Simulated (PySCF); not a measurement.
Isomers of C6H6O, mass 94.042 u with the commonest isotopes. Theory: wB97X-D/def2-SVPD in PySCF (dipole) on a GFN2-xTB geometry, gas phase. One conformer each, none proved a minimum here; rigid rotors.

**Question.** Order these by dipole moment, smallest first.
A. `[OH:1][c:2]1[cH:3][cH:4][cH:5][cH:6][cH:7]1` with H–O1–C2–C3 180°
B. `[CH:1]#[C:2][C:3](=[O:4])[CH:5]1[CH2:6][CH2:7]1` with C2–C3–C5–C6 34°
C. `[CH:1]#[C:2][C:3](=[O:4])[CH2:5][CH:6]=[CH2:7]` with C2–C3–C5–C6 178°, C3–C5–C6–C7 -120°

**Answer.** A (1.32 D), C (3.04 D), B (3.72 D).

**Question.** Order these by rotational constant B, smallest first.
A. `[CH:1]#[C:2][C:3](=[O:4])[CH:5]1[CH2:6][CH2:7]1` with C2–C3–C5–C6 34°
B. `[CH:1]#[C:2][C:3](=[O:4])[CH2:5][CH:6]=[CH2:7]` with C2–C3–C5–C6 178°, C3–C5–C6–C7 -120°
C. `[OH:1][c:2]1[cH:3][cH:4][cH:5][cH:6][cH:7]1` with H–O1–C2–C3 180°

**Answer.** B (1440 MHz), A (2543 MHz), C (2647 MHz).

**Question.** Order these by rotational constant C, smallest first.
A. `[OH:1][c:2]1[cH:3][cH:4][cH:5][cH:6][cH:7]1` with H–O1–C2–C3 180°
B. `[CH:1]#[C:2][C:3](=[O:4])[CH2:5][CH:6]=[CH2:7]` with C2–C3–C5–C6 178°, C3–C5–C6–C7 -120°
C. `[CH:1]#[C:2][C:3](=[O:4])[CH:5]1[CH2:6][CH2:7]1` with C2–C3–C5–C6 34°

**Answer.** B (1259 MHz), C (1734 MHz), A (1811 MHz).

```tsv
SMILES	point group	Ia (u·Å²)	Ib (u·Å²)	Ic (u·Å²)	κ	μa (D)	μb (D)	μc (D)
C#CC(=O)C1CC1	Cs	132.02	198.71	291.46	-0.23	2.08	3.09	0.00
C#CC(=O)CC=C	C1	70.80	350.98	401.38	-0.94	0.68	2.93	0.39
Oc1ccccc1	Cs	88.20	190.90	279.11	-0.57	0.08	1.31	0.00
```
